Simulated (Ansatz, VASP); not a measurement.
**Co: VASP beside Ansatz**

```
Co
1.0
     1.27046   -4.40486    0.00000
     1.27046    4.40486    0.00000
     0.00000    0.00000    4.15524
Co
4
Direct
  0.13441 0.86559 0.00000
  0.63441 0.36559 0.50000
  0.86559 0.13441 0.00000
  0.36559 0.63441 0.50000
```

Alike in both runs: functional PBE; k mesh 6 × 6 × 6; occupations gaussian, width 0.1 eV; collinear spin.

Ansatz relaxed the structure, and its values are those at the end. VASP's run is a single point on that final structure, the one shown.

|  | VASP | Ansatz |
| --- | --- | --- |
| version | VASP 6.6.1 | Ansatz 0.2.0 |
| potentials or method | VASP PAW PBE potentials, release 64 (Co) | scalar-relativistic, plane waves, PAW |
| plane-wave cutoff (eV) | 520 | 420 |
| valence electrons in the cell | 36 | 68 |

```csv
,VASP,Ansatz,Ansatz less VASP
gap on the k mesh at the Fermi level (eV),none,none,-
pressure (GPa),-0.7,0.0,+0.72
net moment per atom (μB),1.72,1.73,+0.009
size of the moment on the site where the two differ most (μB),1.74,1.78,+0.042
```

Site moments also hang on the region over which each program counts them. A gap of «none» marks a metal or a gap that the smearing closes. The two sets of potentials don't hold the same shells in valence.

Caveats: the k mesh is coarse (spacing up to 0.43 Å⁻¹), so the values aren't converged.
